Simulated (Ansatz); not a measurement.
# MgO: the cost of one run

Program: Ansatz 0.2.0. Level of theory: DFT PBEsol, scalar-relativistic, plane waves, PAW. These are calculated values, not measurements.

**1. The structure to begin with**

Symmetry: P6_3mc, No. 186, hexagonal system. Conventional cell: a = 3.308 Å, b = 3.308 Å, c = 4.983 Å, α = 90.00°, β = 90.00°, γ = 120.00°. Around Mg (site symmetry 3m) lie 4 O at 1.97 to 1.99 Å. O (site symmetry 3m) is surrounded by 4 Mg at 1.97 to 1.99 Å.

Structure file:

```cif
data_structure
_symmetry_space_group_name_H-M 'P6_3mc'
_symmetry_Int_Tables_number 186
_cell_length_a 3.3078
_cell_length_b 3.3078
_cell_length_c 4.9829
_cell_angle_alpha 90.000
_cell_angle_beta 90.000
_cell_angle_gamma 120.000
_cell_volume 47.22
loop_
_atom_site_label
_atom_site_type_symbol
_atom_site_symmetry_multiplicity
_atom_site_Wyckoff_symbol
_atom_site_fract_x
_atom_site_fract_y
_atom_site_fract_z
_atom_site_occupancy
Mg1 Mg 2 b 0.33333 0.66667 0.00216 1
O1 O 2 b 0.33333 0.66667 0.40244 1
```

It goes back to an entry of the Materials Project, which need not be the stable form.

No relaxation comes first: the listed cell is the starting point.

**2. The perfect supercell on the trajectory's mesh**

File input.yaml:

```yaml
crystal:
  lattice:
    - [-1.6538934933, 2.8646275606, 4.98288167]
    - [-1.6538934933, 2.8646275606, -4.98288167]
    - [-3.3077869864, -5.7292551212, 0.0]
  atoms:
    - { symbol: Mg, position: [0.1677465367, 0.1655867967, 0.3333333333] }
    - { symbol: Mg, position: [0.6677465367, 0.6655867967, 0.3333333333] }
    - { symbol: Mg, position: [0.1677465367, 0.1655867967, 0.8333333333] }
    - { symbol: Mg, position: [0.6677465367, 0.6655867967, 0.8333333333] }
    - { symbol: Mg, position: [0.0844132033, 0.5822534633, 0.1666666667] }
    - { symbol: Mg, position: [0.5844132033, 0.0822534633, 0.1666666667] }
    - { symbol: Mg, position: [0.0844132033, 0.5822534633, 0.6666666667] }
    - { symbol: Mg, position: [0.5844132033, 0.0822534633, 0.6666666667] }
    - { symbol: O, position: [0.3678867967, 0.9654465367, 0.3333333333] }
    - { symbol: O, position: [0.8678867967, 0.4654465367, 0.3333333333] }
    - { symbol: O, position: [0.3678867967, 0.9654465367, 0.8333333333] }
    - { symbol: O, position: [0.8678867967, 0.4654465367, 0.8333333333] }
    - { symbol: O, position: [0.2845534633, 0.3821132033, 0.1666666667] }
    - { symbol: O, position: [0.7845534633, 0.8821132033, 0.1666666667] }
    - { symbol: O, position: [0.2845534633, 0.3821132033, 0.6666666667] }
    - { symbol: O, position: [0.7845534633, 0.8821132033, 0.6666666667] }
  symmetry: { detect: false }
basis:
  ecutwfc: 420
kpoints:
  mp_grid: { grid: [2, 2, 2], shift: [0.5, 0.5, 0.5] }
hamiltonian:
  xc: pbesol
scf:
  occupations: { method: gaussian, width: 0.1 }
output:
  forces: true
  stress: true
  eigenvalues: true
```

Launch:

```bash
$ ansatz run input.yaml --threads 4 --pin off --max-ram 5120MiB --backend cpu --events-out ev --progress --plain --runs-dir out
```

Q: Estimate wall time and peak memory on 4 threads of Arm Neoverse N1, shared host.

About 3.1 s, with a peak of 0.58 GiB.
